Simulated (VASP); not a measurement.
The system is AlP.

```
Al P
1.0
     0.00000    2.73571    2.73571
     2.73571    0.00000    2.73571
     2.73571    2.73571    0.00000
Al P
1 1
Direct
  0.00000 0.00000 0.00000
  0.25000 0.25000 0.25000
```

The cell is a database's computed one.

Base run:

| Item | Value |
| --- | --- |
| Program | VASP 6.6.1 |
| Functional | r2SCAN |
| Potentials or basis | VASP PAW PBE potentials, release 64 (Al, P) |
| Cutoff | 520 eV |
| k mesh | 8 × 8 × 8 |
| Occupations | gaussian, width 0.02 eV |
| Spin | no spin polarisation |

Its results: band gap on the k mesh 1.92 eV, indirect (least direct gap 3.95 eV); pressure 0.1 GPa.

Task: The run is repeated on the same cell with these changes: functional from r2SCAN to PBEsol; occupations from gaussian, width 0.02 eV to gaussian, width 0.5 eV. What comes out?

Result: Band gap on the k mesh 1.45 eV, indirect (least direct gap 3.15 eV); pressure 0.0 GPa.

Caveats: the PAW data sets were made with another functional, which shifts forces and pressure a little.

A k mesh can miss the band edges.
